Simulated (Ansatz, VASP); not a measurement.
One calculation of ZnSe, two programs

```
Zn Se
1.0
     0.00000    2.68362    2.68362
     2.68362    0.00000    2.68362
     2.68362    2.68362    0.00000
Zn Se
1 1
Direct
  0.00000 0.00000 0.00000
  0.50000 0.50000 0.50000
```

Alike in both runs: task electric field gradients; functional PBE; k mesh 13 × 13 × 13; occupations fermi-dirac, width 0.08 eV; no spin polarisation.

```csv
,VASP,Ansatz
version,VASP 6.6.1,Ansatz 0.2.0
potentials or method,"VASP PAW PBE potentials, release 64 (Zn, Se)","PAW with Ansatz's default frozen-core files, scalar-relativistic"
plane-wave cutoff (eV),520,420
valence electrons in the cell,18,28
```

```csv
,VASP,Ansatz,Ansatz less VASP
pressure (GPa),0.2,0.0,-0.20
Vzz of the field gradient on the site that differs most (V/Å²),0.0,0.0,0.00
```

With one functional, cell and mesh, what is left measures potentials, basis and numerics. The two sets of potentials don't hold the same shells in valence.
